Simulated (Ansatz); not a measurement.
## A series in volume scale on ZrS₂

All results are calculated (Ansatz 0.2.0). Periodic Kohn-Sham DFT of a crystal at fixed atoms, scaled to volume_scale times the given cell; pressure positive in compression, energy less spherical unpolarised free atoms, largest_vzz the field gradient of largest size among the nuclei.

The cell before it is scaled or strained (space group P-3m1, No. 164):
```
CELL_PARAMETERS angstrom
3.63000 0.00000 0.00000
-1.81500 3.14370 0.00000
0.00000 0.00000 5.85000
ATOMIC_POSITIONS crystal
Zr 0.00000 0.00000 0.00000
S 0.33333 0.66667 0.24920
S 0.66667 0.33333 0.75080
```

Settings of every row: method all-electron LAPW; functional PBEsol; relativity scalar; k mesh 8x8x4; filling fermi-dirac; smearing width 0.02 eV; basis error target 1 meV/atom; nucleus gaussian.

Atom start moment: 0 on all atoms.

Limits: a layered crystal: even scaling strains the bonds within the layers, so this curve is stiffer than the crystal under pressure.

| row | volume scale | V (Å³/atom) | pressure (GPa) | energy less free atoms (eV/atom) |
| --- | --- | --- | --- | --- |
| 1 | 0.94 | 20.918 | 6.449 | -7.0701 |
| 2 | 0.96 | 21.363 | 3.95 | -7.0845 |
| 3 | 0.98 | 21.808 | 1.692 | -7.0922 |
| 4 | 0.99 | 22.03 | 0.646 | -7.0939 |
| 5 | 1 | 22.252 | -0.348 | -7.0941 |
| 6 | 1.01 | 22.475 | ? | ? |
| 7 | 1.02 | 22.698 | -2.19 | -7.0905 |
| 8 | 1.04 | 23.143 | -3.854 | -7.0821 |
| 9 | 1.06 | 23.588 | -5.357 | -7.0692 |

Question: what pressure and energy less free atoms should row 6 give?

Worked fit of pressure. Take u = (V_r/V)^(2/3) − 1 with V_r = 22.141 Å³ an atom, which is twice the finite (Eulerian) strain; such expansions in the strain, on which the Birch-Murnaghan equation of state is built, carry the rest volume and the bulk modulus. The shown rows have u = 0.03861, 0.02413, 0.01015, 0.00336, -0.00333, -0.01643, -0.02908, -0.04133. Least squares give pressure = 0.145 + 148.637 × u + 377.66 × u² GPa; a straight line predicts inner rows, each left out in turn, worse (root mean square 0.19 against 0.0041 GPa). The rows lie off it by 0.002, -0.002, -0.001, -0.003, -0.002, 0.005, 0.004, -0.004 (root mean square 0.0031 GPa). The pressure vanishes at u = -0.0010, or V = 22.17 Å³ an atom, and there the bulk modulus at fixed shape and fractions is B = −V dP/dV = (2/3)(1 + u) dP/du = 98.5 GPa. Letting shape and atoms relax would as a rule lower it, by much in layered, chain or molecular crystals. The withheld row has u = -0.00993, so the fit gives 0.145 + 148.637 × (-0.00993) + 377.66 × (-0.00993)² = -1.294 GPa.

The calculation gave -1.292 GPa. The fit lies 0.002 GPa (0.017 % of the column's range) below it; its largest miss of a shown row is 0.005 GPa.

Worked fit of energy less free atoms. Take u = (V_r/V)^(2/3) − 1 with V_r = 22.141 Å³ an atom, which is twice the finite (Eulerian) strain; such expansions in the strain, on which the Birch-Murnaghan equation of state is built, carry the rest volume and the bulk modulus. The shown rows have u = 0.03861, 0.02413, 0.01015, 0.00336, -0.00333, -0.01643, -0.02908, -0.04133. Least squares give energy less free atoms = −7.09415 + 0.0307 × u + 15.34 × u² eV/atom; a straight line predicts inner rows, each left out in turn, worse (root mean square 0.0079 against 4.1e-05 eV/atom). The rows lie off it by 0.0000, 0.0000, 0.0001, 0.0000, 0.0000, 0.0000, 0.0000, 0.0000. Its lowest point lies at u = -0.0010, or V = 22.17 Å³ an atom, and the curvature there gives the bulk modulus at fixed shape and fractions, B = (4/9)(1 + u)² E″(u)/V = 98.3 GPa. Letting shape and atoms relax would as a rule lower it, by much in layered, chain or molecular crystals. The withheld row has u = -0.00993, so the fit gives −7.09415 + 0.0307 × (-0.00993) + 15.34 × (-0.00993)² = -7.0929 eV/atom.

The calculation gave -7.0929 eV/atom. The fit meets it to the printed digit.
